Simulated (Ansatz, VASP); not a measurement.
**Si27C26O (O_C): VASP beside Ansatz**

Aim: how closely do two programs agree when they are given the same cell, functional and k mesh? Of the first pair: The structure shown is the start of the Ansatz relaxation below; VASP solves that cell, so the two are compared at the walk's first step.

Calculated with Ansatz 0.2.0; plane waves, with VASP 6.6.1 beside it; single point at r2SCAN.

## Step 1: The starting structure

The cell holds 54 atoms: 27 Si, 26 C and 1 O. Cell: a = 9.242 Å, b = 9.242 Å, c = 9.242 Å, α = 60.0°, β = 60.0°, γ = 60.0°. It derives from SiC (SiC (F-43m)). Nearest the centre at fractional (0.417, 0.417, 0.417): O54 at 0.05 Å, Si14 at 1.84 Å, Si23 at 1.89 Å, Si17 at 1.92 Å, Si15 at 1.93 Å, C48 at 3.04 Å, C49 at 3.05 Å, C42 at 3.05 Å. The cell carries charge −1.

## Step 2: Ansatz: relaxation, r2SCAN

Ansatz runs on its PAW soft_1 files.

The two programs are compared at the cell with which this relaxation starts, whose forces are those of its first step.

File input.yaml:

```yaml
crystal:
  lattice:
    - [0.0, 6.53488873, 6.53488873]
    - [6.53488873, 0.0, 6.53488873]
    - [6.53488873, 6.53488873, 0.0]
  atoms:
    - { symbol: Si, position: [0.0, 0.0, 0.0] }
    - { symbol: C, position: [0.08333333, 0.08333333, 0.08333333] }
    - { symbol: Si, position: [0.0, 0.0, 0.33333333] }
    - { symbol: C, position: [0.08333333, 0.08333333, 0.41666667] }
    - { symbol: Si, position: [0.0, 0.0, 0.66666667] }
    - { symbol: C, position: [0.08333333, 0.08333333, 0.75] }
    - { symbol: Si, position: [0.0, 0.33333333, 0.0] }
    - { symbol: C, position: [0.08333333, 0.41666667, 0.08333333] }
    - { symbol: Si, position: [0.0, 0.33333333, 0.33333333] }
    - { symbol: C, position: [0.08333333, 0.41666667, 0.41666667] }
    - { symbol: Si, position: [0.0, 0.33333333, 0.66666667] }
    - { symbol: C, position: [0.08333333, 0.41666667, 0.75] }
    - { symbol: Si, position: [0.0, 0.66666667, 0.0] }
    - { symbol: C, position: [0.08333333, 0.75, 0.08333333] }
    - { symbol: Si, position: [0.0, 0.66666667, 0.33333333] }
    - { symbol: C, position: [0.08333333, 0.75, 0.41666667] }
    - { symbol: Si, position: [0.0, 0.66666667, 0.66666667] }
    - { symbol: C, position: [0.08333333, 0.75, 0.75] }
    - { symbol: Si, position: [0.33333333, 0.0, 0.0] }
    - { symbol: C, position: [0.41666667, 0.08333333, 0.08333333] }
    - { symbol: Si, position: [0.33333333, 0.0, 0.33333333] }
    - { symbol: C, position: [0.41666667, 0.08333333, 0.41666667] }
    - { symbol: Si, position: [0.33333333, 0.0, 0.66666667] }
    - { symbol: C, position: [0.41666667, 0.08333333, 0.75] }
    - { symbol: Si, position: [0.33333333, 0.33333333, 0.0] }
    - { symbol: C, position: [0.41666667, 0.41666667, 0.08333333] }
    - { symbol: Si, position: [0.33333333, 0.33333333, 0.33333333] }
    - { symbol: O, position: [0.41666667, 0.41666667, 0.41666667] }
    - { symbol: Si, position: [0.33333333, 0.33333333, 0.66666667] }
    - { symbol: C, position: [0.41666667, 0.41666667, 0.75] }
    - { symbol: Si, position: [0.33333333, 0.66666667, 0.0] }
    - { symbol: C, position: [0.41666667, 0.75, 0.08333333] }
    - { symbol: Si, position: [0.33333333, 0.66666667, 0.33333333] }
    - { symbol: C, position: [0.41666667, 0.75, 0.41666667] }
    - { symbol: Si, position: [0.33333333, 0.66666667, 0.66666667] }
    - { symbol: C, position: [0.41666667, 0.75, 0.75] }
    - { symbol: Si, position: [0.66666667, 0.0, 0.0] }
    - { symbol: C, position: [0.75, 0.08333333, 0.08333333] }
    - { symbol: Si, position: [0.66666667, 0.0, 0.33333333] }
    - { symbol: C, position: [0.75, 0.08333333, 0.41666667] }
    - { symbol: Si, position: [0.66666667, 0.0, 0.66666667] }
    - { symbol: C, position: [0.75, 0.08333333, 0.75] }
    - { symbol: Si, position: [0.66666667, 0.33333333, 0.0] }
    - { symbol: C, position: [0.75, 0.41666667, 0.08333333] }
    - { symbol: Si, position: [0.66666667, 0.33333333, 0.33333333] }
    - { symbol: C, position: [0.75, 0.41666667, 0.41666667] }
    - { symbol: Si, position: [0.66666667, 0.33333333, 0.66666667] }
    - { symbol: C, position: [0.75, 0.41666667, 0.75] }
    - { symbol: Si, position: [0.66666667, 0.66666667, 0.0] }
    - { symbol: C, position: [0.75, 0.75, 0.08333333] }
    - { symbol: Si, position: [0.66666667, 0.66666667, 0.33333333] }
    - { symbol: C, position: [0.75, 0.75, 0.41666667] }
    - { symbol: Si, position: [0.66666667, 0.66666667, 0.66666667] }
    - { symbol: C, position: [0.75, 0.75, 0.75] }
  host:
    repeats: [3, 3, 3]
    atoms:
      - { symbol: Si, position: [0.0, 0.0, 0.0] }
      - { symbol: C, position: [0.25, 0.25, 0.25] }
total_charge: -1
basis:
  ecutwfc: 500
  xc_grid: 2
hamiltonian:
  xc: r2scan
  pseudopotentials: { kind: paw, azcp: { folder: soft_1 } }
kpoints:
  mp_grid: { grid: [2, 2, 2], shift: [0.5, 0.5, 0.5] }
magnetization:
  spin_polarized: true
  initial_magnetization: 1
  spin_locking: { lock_magnetization: hard }
scf:
  occupations: { method: fixed }
  max_iter: 60
output:
  forces: true
  charged_corrections:
    epsilon: 7.06
    static_epsilon: 10.43
    defect_position: [0.416667, 0.416667, 0.416667]
relax:
  f_tol: 0.02
  max_steps: 80
  random_displacement: { amplitude: 0.05, seed: 6035 }
checkpoint:
  write: "../qm1_M1.relax.run"
  compress: false
  write_wavefunctions: true
  write_every: 100000
```

Command:

```bash
$ ansatz run input.yaml --threads 4 --pin off --max-ram 7536MiB --backend cpu --events-out ev --progress --plain --runs-dir out
```

Numbers of over 12 decimals in the logs are rounded to 6 here.

Log:

```text
Warning: This run holds its total moment fixed (magnetization.spin_locking.lock_magnetization: hard) and mixes its density by anderson or broyden (scf.mixing.algorithm, typed or taken by auto). Slabs with a fixed moment have converged under broyden above another state at the same moment, at the default mixing steps and at smaller ones, and under scf.lower_state_search: standard, light or off a state that such a mixer [...]
Engine: ansatz 0.2.0, aarch64-unknown-linux-gnu
Pseudopotentials: kind: paw
Pseudopotential: Si, paw, valence charge 4, recommended cutoff 500 eV (meta_gga), soft_1/Si.paw.azcp
Pseudopotential: C, paw, valence charge 4, recommended cutoff 500 eV (meta_gga), soft_1/C.paw.azcp
Pseudopotential: O, paw, valence charge 6, recommended cutoff 500 eV (meta_gga), soft_1/O.paw.azcp
Functional definition: r2SCAN
  parameter k0 = 0.174
  parameter k1 = 0.065
  parameter a1 = 4.9479
  exchange = r2scan_x(k0 = k0, k1 = k1, a1 = a1)
  correlation = r2scan_c
Crystal: 54 atoms, lattice volume = 558.142 Å³
Basis set: ecut = 500 eV, 14163 PW (Γ), exchange–correlation on 144×144×144 points (8 copies of the dense FFT grid, shifted against one another)
Bands: 164, of which v1, the nominal top of the filled ones, is band 110 counted from 1 (109 counted from 0)
Symmetry: 1 space group operations
k-points: 4 of 8 (time reversal used)
Non-local potential: Si, projectors of the file, l = 0: 2, l = 1: 2, l = 2: 1
Non-local potential: C, projectors of the file, l = 0: 2, l = 1: 2, l = 2: 1
Non-local potential: O, projectors of the file, l = 0: 2, l = 1: 2, l = 2: 1
PAW form: soft (Blöchl's): semilocal exchange-correlation on the pseudo side does not see the compensation charge
PAW frozen core: Si, regenerated for the run's functional (the file was generated under x = pbe(κ = 0.804, μ = 0.219515), c = pbe(β = 0.066725))
PAW frozen core: C, regenerated for the run's functional (the file was generated under x = pbe(κ = 0.804, μ = 0.219515), c = pbe(β = 0.066725))
PAW frozen core: O, regenerated for the run's functional (the file was generated under x = pbe(κ = 0.804, μ = 0.219515), c = pbe(β = 0.066725))
PAW one-centre angular grid: Si, 302 points (default); XC on 160 Gauss nodes
PAW one-centre angular grid: C, 302 points (default); XC on 219 of its mesh's 2255 points in the sphere
PAW one-centre angular grid: O, 302 points (default); XC on 160 Gauss nodes
Initial density: superposition of atomic densities (chi_scale 0.1, normalization cell, long waves kept (reshape's long-wave potential 0.47 eV rms))
Starting moments: Σ|m| = 1 μB on 54 of 54 sites
Initial wavefunctions: pseudopotential atomic-orbital guess
Functional: x = r2scan, c = r2scan; τ floored in thin density (d = 2e-4 eV/Å³)
SCF iter   1: F=—  HF=-24411.735384 eV  |F-HF|=—  |Δ(HF+E_count)|=         —  Δρ=7.48e-2 (↑7.40e-2 ↓7.48e-2)  dr2=1.80e2  dr2_τ=3.82e0  dr2_m=4.14e-3  M=1.000 μB ∫|m|=1.000 μB  β_m=1.20  ethr=3.10e-3  ⟨swp⟩=5.0  Hψ=4569  notcnv=0  defer=400
preconditioner: auto → Resta (q_TF=auto, 2.334 Å⁻¹)  ε∞=3.9  [insulator: Δε(μ)=0.067 eV  Ē_g=13.701 eV  n_scr=112 (ndim 8)  ℏωp=23.3 eV  f_vac=0.000  ε∞_Penn≈3.9]
spin=Collinear: Resta preconditioning applied to the charge; magnetization (m = ρ↑ − ρ↓) channel mixes plain (no charge-response kernel on spin).
SCF iter   2: F=—  HF=-24377.496139 eV  |F-HF|=—  |Δ(HF+E_count)|=    3.42e1  Δρ=4.18e-2 (↑4.17e-2 ↓4.18e-2)  dr2=5.57e1  dr2_τ=2.35e-1  dr2_m=7.49e-4  M=1.000 μB ∫|m|=1.016 μB  β_m=1.20  ethr=3.10e-3  ⟨swp⟩=3.4  Hψ=2730  notcnv=0  defer=410  κ⁻¹=1.0e0(r=1)
SCF iter   3: F=—  HF=-24366.026243 eV  |F-HF|=—  |Δ(HF+E_count)|=    1.15e1  Δρ=1.75e-2 (↑1.75e-2 ↓1.73e-2)  dr2=5.42e0  dr2_τ=3.33e-2  dr2_m=2.61e-3  M=1.000 μB ∫|m|=1.048 μB  β_m=1.20  ethr=3.10e-3  ⟨swp⟩=4.2  Hψ=2374  notcnv=0  defer=416  κ⁻¹=7.1e-2(r=2)
SCF iter   4: F=—  HF=-24366.188581 eV  |F-HF|=—  |Δ(HF+E_count)|=   1.62e-1  Δρ=1.09e-2 (↑1.09e-2 ↓1.09e-2)  dr2=1.56e0  dr2_τ=8.37e-3  dr2_m=1.57e-4  M=1.000 μB ∫|m|=1.035 μB  β_m=1.20  ethr=2.47e-3  ⟨swp⟩=2.8  Hψ=2198  notcnv=0  defer=419  κ⁻¹=5.1e-3(r=3)
SCF iter   5: F=—  HF=-24366.368657 eV  |F-HF|=—  |Δ(HF+E_count)|=   1.80e-1  Δρ=3.36e-3 (↑3.31e-3 ↓3.36e-3)  dr2=1.73e-1  dr2_τ=1.29e-3  dr2_m=3.11e-4  M=1.000 μB ∫|m|=1.033 μB  β_m=1.20  ethr=7.11e-4  ⟨swp⟩=2.0  Hψ=1805  notcnv=0  defer=419  κ⁻¹=6.6e-4(r=4)
[...]
k-point 2 ↑: bands = [... 106 lower, 8.7812, 9.0116, 11.0203, 12.0513, 12.6509, 12.7595, 13.2154, 13.3726, ... 50 higher]
  k-point 3 ↓: bands = [... 106 lower, 8.8002, 9.0086, 11.2944, 12.3558, 12.6269, 12.9851, 13.3542, 13.5184, ... 50 higher]
--- Relaxed structure (10 steps of the walk, 9 accepted, 0 SCFs on fresh bases) ---
  F+E_penalty+E_count = -24368.46040459 eV   max|allowed force component| = 1.521e-2 eV/Å
  atoms:
    - { symbol: Si, position: [-0.00136663, 0.000162948, 0.000494857] }
    - { symbol: C, position: [0.080563, 0.085157, 0.082439] }
    - { symbol: Si, position: [0.00216493, 0.00109562, 0.332091] }
    - { symbol: C, position: [0.080495, 0.085249, 0.419358] }
    - { symbol: Si, position: [-0.00119063, 5.830865787675467e-5, 0.667916] }
    - { symbol: C, position: [0.082811, 0.082637, 0.751028] }
    - { symbol: Si, position: [-0.000803127, 0.333008, 0.00105733] }
    - { symbol: C, position: [0.082159, 0.417097, 0.084021] }
    - { symbol: Si, position: [-0.000700294, 0.333019, 0.333954] }
    - { symbol: C, position: [0.084452, 0.416722, 0.418115] }
    - { symbol: Si, position: [-0.000964932, 0.331936, 0.668044] }
    - { symbol: C, position: [0.084671, 0.416610, 0.747857] }
    - { symbol: Si, position: [-0.00128351, 0.667234, 0.00058097] }
    - { symbol: C, position: [0.082652, 0.749753, 0.084515] }
    - { symbol: Si, position: [-0.00127007, 0.666436, 0.334209] }
    - { symbol: C, position: [0.075290, 0.751054, 0.420500] }
    - { symbol: Si, position: [-0.00120983, 0.666467, 0.667844] }
    - { symbol: C, position: [0.082787, 0.749784, 0.750333] }
    - { symbol: Si, position: [0.330220, 0.00109241, 0.00404788] }
    - { symbol: C, position: [0.417489, 0.085253, 0.082364] }
    - { symbol: Si, position: [0.330156, 0.00126459, 0.332024] }
    - { symbol: C, position: [0.416161, 0.082343, 0.418026] }
    - { symbol: Si, position: [0.332877, -0.00155656, 0.667993] }
    - { symbol: C, position: [0.416100, 0.082327, 0.751093] }
    - { symbol: Si, position: [0.332091, 0.333025, 0.00115925] }
    - { symbol: C, position: [0.416248, 0.416717, 0.086323] }
    - { symbol: Si, position: [0.331167, 0.326243, 0.333027] }
    - { symbol: O, position: [0.426952, 0.382351, 0.428824] }
    - { symbol: Si, position: [0.331162, 0.326355, 0.676118] }
    - { symbol: C, position: [0.416245, 0.416570, 0.747865] }
    - { symbol: Si, position: [0.332345, 0.666436, 0.000598696] }
    - { symbol: C, position: [0.418631, 0.751052, 0.077168] }
    - { symbol: Si, position: [0.309827, 0.734397, 0.311701] }
    - { symbol: C, position: [0.418705, 0.751286, 0.420576] }
    - { symbol: Si, position: [0.332529, 0.666445, 0.667808] }
    - { symbol: C, position: [0.415887, 0.748607, 0.751509] }
    - { symbol: Si, position: [0.666052, 5.785339832176106e-5, 0.000673632] }
    - { symbol: C, position: [0.749162, 0.082633, 0.084677] }
    - { symbol: Si, position: [0.666126, -0.00155746, 0.334740] }
    - { symbol: C, position: [0.749206, 0.082339, 0.417972] }
    - { symbol: Si, position: [0.666075, -0.00143259, 0.667945] }
    - { symbol: C, position: [0.749186, 0.082502, 0.751052] }
    - { symbol: Si, position: [0.666178, 0.331935, 0.000902637] }
    - { symbol: C, position: [0.745995, 0.416610, 0.086534] }
    - { symbol: Si, position: [0.674253, 0.326358, 0.333025] }
    - { symbol: C, position: [0.746001, 0.416570, 0.418117] }
    - { symbol: Si, position: [0.666095, 0.331957, 0.667965] }
    - { symbol: C, position: [0.749181, 0.415961, 0.751052] }
    - { symbol: Si, position: [0.665977, 0.666470, 0.000656346] }
    - { symbol: C, position: [0.748468, 0.749777, 0.084654] }
    - { symbol: Si, position: [0.665941, 0.666446, 0.334395] }
    - { symbol: C, position: [0.749640, 0.748606, 0.417754] }
    - { symbol: Si, position: [0.665628, 0.666326, 0.667490] }
    - { symbol: C, position: [0.749513, 0.748551, 0.751381] }
```

## Step 3: VASP: single point, r2SCAN, start cell, pair 1

The same cell, functional and mesh now go to VASP, with its own data sets.

Lines of VASP's logs that name or quote its potential files are left out, and so is its time.

File INCAR:

```
SYSTEM = Si27C26O
PREC = Accurate
ENCUT = 580
EDIFF = 1E-06
NELM = 200
ISMEAR = 0
SIGMA = 0.01
LREAL = Auto
ALGO = Normal
METAGGA = R2SCAN
LASPH = .TRUE.
NELECT = 219
NBANDS = 147
ISPIN = 2
MAGMOM = 0 0.01 0 0 0 0 0 0 0 0.01 0.01 0 0 0 0 0 0.04 0 0 0 0 0 0 0 0 0 0 0.01 0.01 0 0 0 0 0 0.01 0 0.01 0.01 0.01 0 0 0.01 0.01 0 0 0.01 0 0 0 0 0 0 0 0.02
LORBIT = 11
LWAVE = .FALSE.
LCHARG = .FALSE.
ISIF = 2
ISYM = 0
NUPDOWN = 1
GGA_COMPAT = .FALSE.
LMIXTAU = .TRUE.
```

File POSCAR:

```
Si27C26O
1.0
    0.0000000000      6.5348887282      6.5348887282
    6.5348887282      0.0000000000      6.5348887282
    6.5348887282      6.5348887282      0.0000000000
Si C O
27 26 1
Direct
    0.9934011883      0.0027413627      0.0020732564
    0.9943924064      0.9986191043      0.3362069488
    0.9942002073      0.0039705343      0.6695133126
    0.0029462629      0.3288606110      0.9969756945
    0.9960945777      0.3394938448      0.3333876965
    0.9960058999      0.3297254306      0.6698863871
    0.0044165251      0.6640764182      0.9951715322
    0.9976180161      0.6617151691      0.3361457389
    0.9964292429      0.6707942066      0.6701697125
    0.3275133042      0.9991976910      0.0043353454
    0.3298698860      0.9963390348      0.3349252131
    0.3348249054      0.9934867292      0.6683759558
    0.3378518888      0.3309065525      0.9950780340
    0.3335779828      0.3365794111      0.3361624186
    0.3350157273      0.3309448087      0.6720075402
    0.3347270460      0.6638712885      0.0055896897
    0.3296275713      0.6711715658      0.3294555714
    0.3289446216      0.6725500131      0.6672515296
    0.6631311841      0.0016334632      0.9963922109
    0.6664096637      0.9957081136      0.3394619392
    0.6614295483      0.9979460247      0.6699156913
    0.6616450838      0.3313779454      0.0050951135
    0.6670196206      0.3372547096      0.3353134370
    0.6620261920      0.3391995782      0.6670138821
    0.6691368716      0.6679576626      0.9934450299
    0.6719932324      0.6685752706      0.3292955840
    0.6626963641      0.6722420507      0.6635831428
    0.0817254160      0.0885041083      0.0781701910
    0.0770262541      0.0845240100      0.4206833680
    0.0871011005      0.0773064425      0.7494758065
    0.0803433726      0.4230425513      0.0803718352
    0.0849010631      0.4104435609      0.4207998199
    0.0881548292      0.4171491074      0.7505881437
    0.0782047746      0.7491429011      0.0889328838
    0.0839549873      0.7438857343      0.4177268525
    0.0874812141      0.7501290693      0.7438506151
    0.4214682322      0.0782265806      0.0856493543
    0.4111299537      0.0841240797      0.4162112950
    0.4230303858      0.0825295613      0.7462346649
    0.4185622914      0.4216660933      0.0816440833
    0.4163130564      0.4227774358      0.7486218516
    0.4118033393      0.7475776870      0.0880899467
    0.4229008503      0.7494100058      0.4125409188
    0.4221967833      0.7451629557      0.7511237305
    0.7463690971      0.0845988391      0.0890414549
    0.7446832995      0.0814107971      0.4207190993
    0.7458515673      0.0844788677      0.7472877050
    0.7469846394      0.4184674925      0.0887087025
    0.7444974509      0.4213649405      0.4153561159
    0.7491458850      0.4136705478      0.7564760787
    0.7469768351      0.7556456897      0.0846763461
    0.7473901551      0.7566045430      0.4149263458
    0.7539662426      0.7447965378      0.7533544494
    0.4176148384      0.4102150184      0.4200797617
```

File KPOINTS:

```
Points of the shifted mesh
8
Reciprocal
 0.2500000000  0.2500000000  0.2500000000 1
 0.2500000000  0.2500000000  0.7500000000 1
 0.2500000000  0.7500000000  0.2500000000 1
 0.2500000000  0.7500000000  0.7500000000 1
 0.7500000000  0.2500000000  0.2500000000 1
 0.7500000000  0.2500000000  0.7500000000 1
 0.7500000000  0.7500000000  0.2500000000 1
 0.7500000000  0.7500000000  0.7500000000 1
```

PAW data sets: Si, C and O (PBE family, release 64).

Command:

```bash
$ export OMP_NUM_THREADS=3
$ mpirun -np 1 vasp_std
```

Log:

```text
[banner, memory and clock lines left out]
running    1 mpi-ranks, on    1 nodes
[...]
Offloading initialized ...    1 GPUs detected
[...]
|                                                                             |
|               ----> ADVICE to this user running VASP <----                  |
|                                                                             |
|     You enforced a specific xc type in the INCAR file but a different       |
|     [... a line on the potential file left out ...]
|     I HOPE YOU KNOW WHAT YOU ARE DOING!                                     |
|                                                                             |

 LDA part: xc-table for (None), standard interpolation
 POSCAR, INCAR and KPOINTS ok, starting setup
[...]
entering main loop
       N       E                     dE             d eps       ncg     rms          rms(c)
DAV:   1     0.651199516282E+03    0.65120E+03   -0.11095E+05  4704   0.152E+03
DAV:   2    -0.506112462228E+03   -0.11573E+04   -0.11011E+04  5760   0.258E+02
DAV:   3    -0.587446811329E+03   -0.81334E+02   -0.80380E+02  5664   0.643E+01
DAV:   4    -0.589304207686E+03   -0.18574E+01   -0.18442E+01  5752   0.104E+01
DAV:   5    -0.589349009369E+03   -0.44802E-01   -0.44728E-01  5752   0.156E+00BRMIX: very serious problems
 the old and the new charge density differ
 old charge density:   218.00000 new  219.00000
    0.475E+01
DAV:   6    -0.504348113325E+03    0.85001E+02   -0.12492E+02  5488   0.221E+01    0.264E+01
DAV:   7    -0.505184343317E+03   -0.83623E+00   -0.19805E+01  5920   0.919E+00    0.120E+01
DAV:   8    -0.505440237758E+03   -0.25589E+00   -0.96208E-01  5552   0.286E+00    0.276E+00
DAV:   9    -0.505447788054E+03   -0.75503E-02   -0.14946E-01  5488   0.108E+00    0.670E-01
[...]
DAV:  14    -0.505449507994E+03    0.22868E-05   -0.40070E-05  5944   0.193E-02    0.167E-02
DAV:  15    -0.505449505096E+03    0.28984E-05   -0.22905E-05  5416   0.120E-02    0.787E-03
DAV:  16    -0.505449505702E+03   -0.60660E-06   -0.13716E-06  3488   0.374E-03
   1 F= -.50544951E+03 E0= -.50544950E+03  d E =-.184171E-05  mag=     1.0001
```

Parts of OUTCAR (step 3):

```text
  FREE ENERGIE OF THE ION-ELECTRON SYSTEM (eV)
  ---------------------------------------------------
  free  energy   TOTEN  =      -505.4495057024 eV

  energy  without entropy=     -505.4495038607  energy(sigma->0) =     -505.44950478

 magnetization (x)
# of ion       s       p       d       tot
------------------------------------------
    1        0.000   0.003   0.000   0.003
    2        0.001   0.003   0.000   0.004
    3        0.001   0.003   0.000   0.004
    4        0.001   0.004   0.000   0.005
    5        0.003   0.009   0.000   0.012
    6        0.001   0.004   0.000   0.005
    7        0.001   0.003   0.000   0.004
    8        0.002   0.004   0.000   0.006
    9        0.001   0.005   0.000   0.006
   10        0.001   0.004   0.000   0.004
   11        0.001   0.005   0.000   0.006
   12        0.001   0.004   0.000   0.005
   13        0.002   0.006   0.000   0.007
[...]
--------------------------------------------------
tot          0.111   0.162   0.000   0.273
```

The run ends at a pressure of 3.31 GPa, with forces up to 3.5 eV/Å.

(Continued in part 2 of 2.)

[Lines on the potential files, build, host, timing and source positions are cut from VASP's logs without a mark.]

[Logs are printed without paths, hosts, clocks, repeated set-up lines and the standing remarks that a program may print on its own settings, such as how far it seeks lower states.]

[Hosts, paths, dates, database ids (printed as entryN), source tags and the programs' standing remarks are cut or masked in the printed files.]
